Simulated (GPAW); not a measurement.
# Ag: one-shot levels on a semilocal density with LDA

The system is Ag.

```
Ag
1.0
     0.00000    2.04275    2.04275
     2.04275    0.00000    2.04275
     2.04275    2.04275    0.00000
Ag
1
Direct
  0.00000 0.00000 0.00000
```

```json
{
  "Program": "GPAW 26.7.0",
  "Task": "one-shot levels on a semilocal density",
  "Functional": "LDA",
  "Potentials or basis": "the program's PAW data sets (release 1.2.1) made for this functional",
  "Cutoff": "500 eV",
  "Basis": "pw",
  "k mesh": "7 × 7 × 7",
  "Occupations": "fermi-dirac, width 0.05 eV",
  "Spin": "no spin polarisation",
  "Maxiter": "150",
  "hybrids on these orbitals": "[\"HSE06\", \"B3LYP\", \"HSE03\"]"
}
```

The pressure is -7.8 GPa. The band gap on the k mesh is none (metal or under the smearing width).

Levels at points of the mesh, in eV from the Fermi level:
```tsv
k point	band 6	band 7	band 8	band 9	band 10	band 11	band 12	band 13
(0.00, 0.00, 0.00)	-5.06	-5.06	-4.00	-4.00	15.93	19.49	19.49	19.49
```

It took 8.7 min on 1 thread of Arm Neoverse V2, with other jobs on the host, peak memory 0.49 GiB.

Caveat: the k mesh is coarse (spacing up to 0.38 Å⁻¹), so the values aren't converged; the cutoff is short for stress and forces, so pressures can be off by a GPa or more; one-shot exact exchange on a metal's smeared states is rough.
